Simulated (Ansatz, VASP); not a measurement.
## One calculation of LiF, two programs

```
Li F
1.0
     0.00000    2.11470    2.01400
     2.11470    0.00000    2.01400
     2.11470    2.11470    0.00000
Li F
1 1
Cartesian
  0.0000 0.0000 0.0000
  2.1147 2.1147 2.0140
```

Change from the starting cell: strain +0.050 along x and y, +0.000 along z, atoms carried along.

Alike in both runs: task single point; functional LDA; k mesh 10 × 10 × 10; occupations gaussian, width 0.05 eV; no spin polarisation.

```csv
,VASP,Ansatz
version,VASP 6.6.1,Ansatz 0.2.0
potentials or method,"VASP PAW LDA potentials, release 64 (Li_sv, F)","scalar-relativistic, plane waves, PAW"
plane-wave cutoff (eV),520,420
valence electrons in the cell,10,10
```

|  | VASP | Ansatz | Ansatz less VASP |
| --- | --- | --- | --- |
| gap on the k mesh at the Fermi level (eV) | 7.97 | 7.98 | +0.009 |
| least direct gap on the mesh (eV) | 7.97 | 7.98 | +0.009 |

 A k mesh can miss the band edges.
